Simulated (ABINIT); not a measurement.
# LiBr (Fm-3m): G0W0 in ABINIT against the bands in the self-energy

How does the gap of LiBr (Fm-3m) converge in the bands in the self-energy?

Main program and level: ABINIT 10.8.3; PBE and many-body steps on it, plane waves.

### 1. Starting point

Symmetry: Fm-3m, No. 225, cubic system. The conventional cell has a = 5.501 Å, b = 5.501 Å, c = 5.501 Å, α = 90.00°, β = 90.00°, γ = 90.00°. Li has 6 Br at 2.75 Å nearest. Nearest to Br lie 6 Li at 2.75 Å. Farther neighbours and most contacts between anions are not listed.

The cell and positions come from the Crystallography Open Database and are kept as given unless a step says otherwise.

### 2. Screening, 4×4×4 mesh, 129 bands, screening to 217.7 eV

This step: ABINIT 10.8.3; RPA screening on PBE, plane waves, norm-conserving pseudopotentials.

The RPA dielectric matrix is built and inverted for each q.

Contents of run.abi:

```
acell 3*1.0 Angstrom
rprim 
  0.000000000000 2.750650000000 2.750650000000
  2.750650000000 0.000000000000 2.750650000000
  2.750650000000 2.750650000000 0.000000000000
ntypat 2
znucl 3 35
natom 2
typat 1 2
xred 
  0.000000000000 0.000000000000 0.000000000000
  0.500000000000 0.500000000000 0.500000000000
pp_dirpath "pseudos"
pseudos "Li.upf, Br.upf"
ecut 33
ngkpt 4 4 4
nshiftk 1
shiftk 0 0 0
kptopt 1
chksymbreak 0
istwfk *1
occopt 1
irdwfk 1
optdriver 3
nband 129
ecuteps 8
inclvkb 2
awtr 1
symchi 1
indata_prefix "in"
outdata_prefix "out"
tmpdata_prefix "tmp"
```

Started as:

```bash
OMP_NUM_THREADS=1 mpirun -n 4 abinit run.abi > log
```

The log of the run:

```text
.Version 10.8.3 of ABINIT. v10.8.2 released Aug 2026.

 Symmetries : space group Fm -3 m (#225); Bravais cF (face-center cubic)
[... echo of the input left out ...]
== DATASET  1 ==================================================================
-   mpi_nproc: 4, omp_nthreads: 1 (-1 if OMP is not activated)

--- !DatasetInfo
iteration_state: {dtset: 1, }
dimensions: {natom: 2, nkpt: 8, mband: 129, nsppol: 1, nspinor: 1, nspden: 1, mpw: 2637, }
cutoff_energies: {ecut:  33.0, pawecutdg:  -1.0, }
electrons: {nelect:   1.00000000E+01, charge:   0.00000000E+00, occopt:   1.00000000E+00, tsmear:   1.00000000E-02, }

 SCREENING: Calculation of the susceptibility and dielectric matrices

 Based on a program developped by R.W. Godby, V. Olevano, G. Onida, and L. Reining.
 Incorporated in ABINIT by V. Olevano, G.-M. Rignanese, and M. Torrent.
.Using double precision arithmetic ; gwpc =  8

[... cell and pseudopotentials left out ...]
--------------------------------------------------------------------------------

 ==== K-mesh for the wavefunctions ====
 Number of points in the irreducible wedge :     8
[... list of points left out ...]
 Together with 48 symmetry operations and time-reversal symmetry
 yields    64 points in the full Brillouin Zone.

 ==== Q-mesh for the screening function ====
 Number of points in the irreducible wedge :     8
[... list of points left out ...]
 Together with 48 symmetry operations and time-reversal symmetry
 yields    64 points in the full Brillouin Zone.

 setmesh: FFT mesh size selected  =    30x   30x   30
          total number of points  =        27000

 vcoul_init : cutoff-mode = AUXILIARY_FUNCTION
 q-points for optical limit:   1
     1)      0.000010    0.000020    0.000030

- screening: taking advantage of time-reversal symmetry
- Maximum band index for partially occupied states nbvw = 5
- Remaining bands to be divided among processors   nbcw = 124
- Number of bands treated by each node ~31

 Number of electrons calculated from density =   10.0000; Expected =   10.0000
 average of density, n =  0.035601
 r_s =    1.8857
 omega_plasma =   18.2008 [eV]

 calculating chi0 at frequencies [eV] :
  1    0.000000E+00    0.000000E+00
  2    0.000000E+00    1.820075E+01

--------------------------------------------------------------------------------
  q-point number  1        q = ( 0.000000, 0.000000, 0.000000) [r.l.u.]
--------------------------------------------------------------------------------
[... chi0 elements left out ...]
 For q-point:  0.000010 0.000020 0.000030
  dielectric constant =   3.3399
  dielectric constant without local fields =   3.9515

  Average fulfillment of the sum rule on Im[epsilon] for q-point    1 :     89.67  [%]
[... wings left out ...]
  q-point number  2        q = ( 0.250000, 0.000000, 0.000000) [r.l.u.]
--------------------------------------------------------------------------------
[... chi0 elements left out ...]
  Average fulfillment of the sum rule on Im[epsilon] for q-point    2 :     95.81  [%]

 [... 6 further q-points ...]
```

It took 19 s on 4 MPI ranks of Arm Neoverse V1, shared host; peak memory 0.91 GiB; 75 s of CPU time.

This step gave:

```
ε∞ with local fields, on this mesh, along the program's q direction : 3.340
the same without local fields                                       : 3.951
plasma frequency                                                    : 18.20 eV
plane waves in the screening matrix                                 : 307
```

Local fields lower ε∞ by 15 %. On a Γ-centred mesh this coarse the value itself is usually too large, while a short band sum pulls it down.

### 3. 13 bands

This step: G0W0 on PBE, plane waves, norm-conserving pseudopotentials.

run.abi, as its differences from that of step 2:

```diff
@@ -23,8 +23,15 @@
 irdwfk 1
-optdriver 3
-nband 129
+optdriver 4
+nband 13
+gwcalctyp 0
+ecutsigx 33
+symsigma 1
+nkptgw 1
+kptgw 
+  0.0000000000 0.0000000000 0.0000000000
+bdgw 
+  3 9
 ecuteps 8
-inclvkb 2
-awtr 1
-symchi 1
+irdscr 1
+ppmodel 1
 indata_prefix "in"
```

The log of the run:

```text
.Version 10.8.3 of ABINIT. v10.8.2 released Aug 2026.

 Symmetries : space group Fm -3 m (#225); Bravais cF (face-center cubic)
[... echo of the input left out ...]
== DATASET  1 ==================================================================
-   mpi_nproc: 4, omp_nthreads: 1 (-1 if OMP is not activated)

--- !DatasetInfo
iteration_state: {dtset: 1, }
dimensions: {natom: 2, nkpt: 8, mband: 13, nsppol: 1, nspinor: 1, nspden: 1, mpw: 2637, }
cutoff_energies: {ecut:  33.0, pawecutdg:  -1.0, }
electrons: {nelect:   1.00000000E+01, charge:   0.00000000E+00, occopt:   1.00000000E+00, tsmear:   1.00000000E-02, }

 SIGMA: Calculation of the GW corrections

 Based on a program developped by R.W. Godby, V. Olevano, G. Onida, and L. Reining.
 Incorporated in ABINIT by V. Olevano, G.-M. Rignanese, and M. Torrent.
.Using double precision arithmetic ; gwpc =  8

[... cell and pseudopotentials left out ...]
--------------------------------------------------------------------------------

 ==== K-mesh for the wavefunctions ====
 Number of points in the irreducible wedge :     8
[... list of points left out ...]
 Together with 48 symmetry operations and time-reversal symmetry
 yields    64 points in the full Brillouin Zone.

 ==== Q-mesh for screening function ====
 Number of points in the irreducible wedge :     8
[... list of points left out ...]
 Together with 48 symmetry operations and time-reversal symmetry
 yields    64 points in the full Brillouin Zone.

 vcoul_init : cutoff-mode = AUXILIARY_FUNCTION
 q-points for optical limit:   1
     1)      0.000010    0.000020    0.000030
 setmesh: FFT mesh size selected  =    40x   40x   40
          total number of points  =        64000

 Number of electrons calculated from density =   10.0000; Expected =   10.0000
 average of density, n =  0.035601
 r_s =    1.8857
 omega_plasma =   18.2008 [eV]

 === KS Band Gaps ===
  >>>> For spin  1
   Minimum direct gap =   4.9381 [eV], located at k-point      :   0.0000  0.0000  0.0000
   Fundamental gap    =   4.9381 [eV], Top of valence bands at :   0.0000  0.0000  0.0000
                                       Bottom of conduction at :   0.0000  0.0000  0.0000
 SIGMA fundamental parameters:
 PLASMON POLE MODEL  1
 number of plane-waves for SigmaX                 2637
 number of plane-waves for SigmaC and W            307
 number of plane-waves for wavefunctions          2637
 number of bands                                    13
 number of independent spin polarizations            1
 number of spinorial components                      1
 number of k-points in IBZ                           8
 number of q-points in IBZ                           8
 number of symmetry operations                      48
 number of k-points in BZ                           64
 number of q-points in BZ                           64
 number of frequencies for dSigma/dE                 9
 frequency step for dSigma/dE [eV]                0.25
 number of omega for Sigma on real axis              0
 max omega for Sigma on real axis  [eV]           0.00
 zcut for avoiding poles [eV]                     0.10

 EPSILON^-1 parameters (SCR file):
 dimension of the eps^-1 matrix on file            307
 dimension of the eps^-1 matrix used               307
 number of plane-waves for wavefunctions          2637
 number of bands                                   129
 number of q-points in IBZ                           8
 number of frequencies                               2
 number of real frequencies                          1
 number of imag frequencies                          1

 matrix elements of self-energy operator (all in [eV])

 Perturbative Calculation

--- !SelfEnergy_ee
iteration_state: {dtset: 1, }
kpoint     : [   0.000,    0.000,    0.000, ]
spin       : 1
KS_gap     :    4.938
QP_gap     :    6.697
Delta_QP_KS:    1.758
data: !SigmaeeData |
     Band     E0 <VxcDFT>   SigX SigC(E0)      Z dSigC/dE  Sig(E)    E-E0       E
        3   0.621 -13.199 -16.749   3.061   0.819  -0.221 -13.600  -0.401   0.221
        4   0.621 -13.199 -16.749   3.061   0.819  -0.221 -13.600  -0.401   0.221
        5   0.621 -13.199 -16.749   3.061   0.819  -0.221 -13.600  -0.401   0.221
        6   5.559  -8.498  -4.276  -2.626   0.850  -0.176  -7.140   1.358   6.917
        7  11.140  -8.410  -3.721  -2.314   0.856  -0.168  -6.377   2.034  13.174
        8  11.140  -8.410  -3.721  -2.314   0.856  -0.168  -6.377   2.034  13.174
        9  11.140  -8.410  -3.721  -2.314   0.856  -0.168  -6.377   2.034  13.174

== END DATASET(S) ==============================================================
================================================================================

 -outvars: echo values of variables after computation  --------
           etotal      0.0000000000E+00
            nband          13
             nkpt           8
          spgroup         225
 [... the other variables as echoed above ...]

 Calculation completed.
```

Run time: 3.1 s. Hardware: 4 MPI ranks; peak memory 0.35 GiB.

Numbers from this step:

| Quantity | Value |
| --- | --- |
| G0W0 gap on the points computed | 6.696 eV |
| starting gap on the mesh | 4.938 eV |
| k of the valence top | 0, 0, 0 |
| k of the conduction bottom | 0, 0, 0 |
| Z at the valence top | 0.819 |
| Z at the conduction bottom | 0.85 |
| least direct G0W0 gap on the computed points | 6.696 eV |

### 4. 16 bands

run.abi, as its differences from that of step 3:

```diff
@@ -24,3 +24,3 @@
 optdriver 4
-nband 13
+nband 16
 gwcalctyp 0
```

The log of the run:

```text
.Version 10.8.3 of ABINIT. v10.8.2 released Aug 2026.

 Symmetries : space group Fm -3 m (#225); Bravais cF (face-center cubic)
[... echo of the input left out ...]
== DATASET  1 ==================================================================
-   mpi_nproc: 4, omp_nthreads: 1 (-1 if OMP is not activated)

--- !DatasetInfo
iteration_state: {dtset: 1, }
dimensions: {natom: 2, nkpt: 8, mband: 16, nsppol: 1, nspinor: 1, nspden: 1, mpw: 2637, }
cutoff_energies: {ecut:  33.0, pawecutdg:  -1.0, }
electrons: {nelect:   1.00000000E+01, charge:   0.00000000E+00, occopt:   1.00000000E+00, tsmear:   1.00000000E-02, }

 SIGMA: Calculation of the GW corrections

 Based on a program developped by R.W. Godby, V. Olevano, G. Onida, and L. Reining.
 Incorporated in ABINIT by V. Olevano, G.-M. Rignanese, and M. Torrent.
.Using double precision arithmetic ; gwpc =  8

[... cell and pseudopotentials left out ...]
--------------------------------------------------------------------------------

 ==== K-mesh for the wavefunctions ====
 Number of points in the irreducible wedge :     8
[... list of points left out ...]
 Together with 48 symmetry operations and time-reversal symmetry
 yields    64 points in the full Brillouin Zone.

 ==== Q-mesh for screening function ====
 Number of points in the irreducible wedge :     8
[... list of points left out ...]
 Together with 48 symmetry operations and time-reversal symmetry
 yields    64 points in the full Brillouin Zone.

 vcoul_init : cutoff-mode = AUXILIARY_FUNCTION
 q-points for optical limit:   1
     1)      0.000010    0.000020    0.000030
 setmesh: FFT mesh size selected  =    40x   40x   40
          total number of points  =        64000

 Number of electrons calculated from density =   10.0000; Expected =   10.0000
[...]
number of q-points in BZ                           64
 number of frequencies for dSigma/dE                 9
 frequency step for dSigma/dE [eV]                0.25
 number of omega for Sigma on real axis              0
 max omega for Sigma on real axis  [eV]           0.00
 zcut for avoiding poles [eV]                     0.10

 EPSILON^-1 parameters (SCR file):
 dimension of the eps^-1 matrix on file            307
 dimension of the eps^-1 matrix used               307
 number of plane-waves for wavefunctions          2637
 number of bands                                   129
 number of q-points in IBZ                           8
 number of frequencies                               2
 number of real frequencies                          1
 number of imag frequencies                          1

 matrix elements of self-energy operator (all in [eV])

 Perturbative Calculation

--- !SelfEnergy_ee
iteration_state: {dtset: 1, }
kpoint     : [   0.000,    0.000,    0.000, ]
spin       : 1
KS_gap     :    4.938
QP_gap     :    6.726
Delta_QP_KS:    1.788
data: !SigmaeeData |
     Band     E0 <VxcDFT>   SigX SigC(E0)      Z dSigC/dE  Sig(E)    E-E0       E
        3   0.621 -13.199 -16.749   2.853   0.816  -0.225 -13.768  -0.569   0.052
        4   0.621 -13.199 -16.749   2.853   0.816  -0.225 -13.768  -0.569   0.052
        5   0.621 -13.199 -16.749   2.853   0.816  -0.225 -13.768  -0.569   0.052
        6   5.559  -8.498  -4.276  -2.784   0.847  -0.180  -7.280   1.219   6.778
        7  11.140  -8.410  -3.721  -2.660   0.848  -0.180  -6.690   1.720  12.860
        8  11.140  -8.410  -3.721  -2.660   0.848  -0.180  -6.690   1.720  12.860
        9  11.140  -8.410  -3.721  -2.660   0.848  -0.180  -6.690   1.720  12.860

== END DATASET(S) ==============================================================
================================================================================

 -outvars: echo values of variables after computation  --------
           etotal      0.0000000000E+00
            nband          16
             nkpt           8
          spgroup         225
 [... the other variables as echoed above ...]

 Calculation completed.
```

It took 3.1 s on 4 MPI ranks; peak memory 0.64 GiB; 12 s of CPU time.

This step gave:

| Property | Result |
| --- | --- |
| G0W0 gap on the points computed | 6.726 eV |
| starting gap on the mesh | 4.938 eV |
| k of the valence top | 0, 0, 0 |
| k of the conduction bottom | 0, 0, 0 |
| Z at the valence top | 0.816 |
| Z at the conduction bottom | 0.847 |
| least direct G0W0 gap on the computed points | 6.726 eV |

(Part 1 of 2 ends here.)

[Paths, hosts, dates, memory and timing lines, banners, echoed tables and standing remarks are left out of the program output.]

[Logs are printed without paths, hosts, clocks, repeated set-up lines and the standing remarks that a program may print on its own settings, such as how far it seeks lower states.]

[Runs of the session that timed out or met a known fault of the program may be left out.]

[Hosts, paths, dates, database ids (printed as entryN), source tags and the programs' standing remarks are cut or masked in the printed files.]

[G0W0 gaps are taken among the corrected bands and points alone; a level outside them can change the order at an edge.]

[Where Ansatz stands beside ABINIT at settings called matched, ABINIT's density can come from a denser mesh and the files from another edition; pairs whose starting gaps differed by over 0.03 eV were left out, so agreement reads better than it is.]
